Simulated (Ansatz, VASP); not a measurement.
## Two plane-wave programs on HfB

```
Hf B
1.0
     0.00000    2.44090    2.44090
     2.44090    0.00000    2.44090
     2.44090    2.44090    0.00000
Hf B
1 1
Direct
  0.50000 0.50000 0.50000
  0.00000 0.00000 0.00000
```

Alike in both runs: task single point; functional PBEsol; k mesh 16 × 16 × 16; occupations gaussian, width 0.1 eV; no spin polarisation.

|  | VASP | Ansatz |
| --- | --- | --- |
| version | VASP 6.6.1 | Ansatz 0.2.0 |
| potentials or method | VASP PAW PBE potentials, release 64 (Hf_pv, B) | scalar-relativistic, plane waves, PAW |
| plane-wave cutoff (eV) | 520 | 420 |
| valence electrons in the cell | 13 | 29 |

Ansatz gave:

| Quantity | Value |
| --- | --- |
| gap on the k mesh at the Fermi level (eV) | none |
| pressure (GPa) | -9.4 |

Problem. Which values does VASP return?

Solution. gap on the k mesh at the Fermi level (eV): none; pressure (GPa): -9.3.

A gap of «none» marks a metal or a gap that the smearing closes. The two sets of potentials don't hold the same shells in valence.

Caveats: the PAW data sets were made with another functional, which shifts forces and pressure a little (VASP). The runs have no spin-orbit coupling, so splittings on Hf are missing.
